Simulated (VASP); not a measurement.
Input of a VASP 6.6.1 run:

INCAR

```
SYSTEM = GaN
PREC = Accurate
ENCUT = 600
EDIFF = 1E-6
ISMEAR = -1
SIGMA = 0.05
LREAL = .FALSE.
LASPH = .TRUE.
NELM = 100
ALGO = Normal
ISIF = 3
LWAVE = .FALSE.
LCHARG = .FALSE.
METAGGA = RTPSS
LMIXTAU = .TRUE.
IBRION = 2
NSW = 40
EDIFFG = -0.01
```

File KPOINTS:

```
Automatic mesh
0
G
  10 10 5
  0 0 0
```

Contents of POSCAR:

```
GaN
1.0
    3.1800000000      0.0000000000      0.0000000000
   -1.5900000000      2.7539607840      0.0000000000
    0.0000000000      0.0000000000      5.1660000000
Ga N
2 2
Direct
    0.6666666667      0.3333333333      0.5000000000
    0.3333333333      0.6666666667      0.0000000000
    0.6666666667      0.3333333333      0.8750000000
    0.3333333333      0.6666666667      0.3750000000
```

Potentials or basis: VASP PAW PBE potentials, release 64 (Ga_d, N).

Run with:

```bash
$ cat potpaw_PBE.64/Ga_d/POTCAR potpaw_PBE.64/N/POTCAR > POTCAR
$ mpirun -np 1 vasp_std > vasp.out
```

Problem. Predict the space group after relaxing (to 0.05 Å).

Solution. P6_3mc (No. 186).

Problem. Predict the band gap on the k mesh.

Solution. 1.71 eV, direct.

Stress tensor (GPa, compression positive):
```
 0.10  0.00  0.00
 0.00  0.10  0.00
 0.00  0.00 -0.04
```

Caveat: the PAW data sets were made with another functional, which shifts forces and pressure a little. Zero-point motion and thermal expansion aren't in these numbers.
